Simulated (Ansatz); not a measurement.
# SnO2: the cost of one run

Program: Ansatz 0.2.0. Level of theory: DFT PBE+D3(BJ), scalar-relativistic, plane waves, PAW. These are calculated values, not measurements.

4 further runs of the same task are left out: 4 that didn't finish.

**1. The starting structure**

Symmetry: P6_3/mmc, No. 194, hexagonal system. Conventional cell: a = 3.212 Å, b = 3.212 Å, c = 10.343 Å, α = 90.00°, β = 90.00°, γ = 120.00°. Sn (site symmetry -3m) has 6 O at 2.11 Å as nearest neighbours. O (site symmetry 3m) has 3 Sn at 2.11 Å as nearest neighbours.

Coordinates:

```xyz
6
Lattice="3.2116 0.0000 0.0000 -1.6058 2.7813 0.0000 0.0000 0.0000 10.3428" Properties=species:S:1:pos:R:3 pbc="T T T"
Sn    0.0000    0.0000    5.1714
Sn    0.0000    0.0000    0.0000
O     1.6058    0.9271    4.1564
O     1.6058    0.9271    1.0150
O     0.0000    1.8542    6.1863
O     0.0000    1.8542    9.3278
```

It goes back to an entry of the Materials Project, which need not be the stable form.

It is the result of an earlier relaxation at this level (volume 15.40 Å³/atom; gap on the mesh: 2.08 eV).

**2. Zero of energy**

Reference values: F = -14317.9735 eV; pressure -0.02 GPa; largest force 0.001 eV/Å; gap on the mesh 2.08 eV. It was computed beforehand with the settings of the runs below.

**3. Next: a strain scan**

The cell is strained by ε times the Voigt pattern (0, 0, 1, 0, 0, 0) (xx, yy, zz, yz, xz, xy; engineering shear), with fractional coordinates fixed (clamped ions). The stress on the pattern is the sum of the stress components weighted by it, tension positive.

**4. ε = -0.1500**

Input file input.yaml:

```yaml
crystal:
  lattice:
    - [3.2115702651, 0.0, 0.0]
    - [-1.6057851326, 2.7813014356, 0.0]
    - [0.0, 0.0, 8.7913426309]
  atoms:
    - { symbol: Sn, position: [0.0, 0.0, 0.5] }
    - { symbol: Sn, position: [0.0, 0.0, 0.0] }
    - { symbol: O, position: [0.6666666667, 0.3333333333, 0.4018666787] }
    - { symbol: O, position: [0.6666666667, 0.3333333333, 0.0981333213] }
    - { symbol: O, position: [0.3333333333, 0.6666666667, 0.5981333213] }
    - { symbol: O, position: [0.3333333333, 0.6666666667, 0.9018666787] }
basis:
  ecutwfc: 420
kpoints:
  mp_grid: { grid: [12, 12, 4] }
hamiltonian:
  xc: pbe
  dispersion: d3bj
scf:
  occupations: { method: gaussian, width: 0.05 }
output:
  forces: true
  stress: true
  eigenvalues: true
```

The run is started by

```console
> ansatz run input.yaml --threads 1 --pin off --max-ram 2560MiB --backend cpu --events-out ev --progress --plain --runs-dir out
```

**Question.** How long does this run take on 1 thread of Arm Neoverse V1, shared host, and how much memory does it need?

About 6.8 s, with a peak of 0.39 GiB.
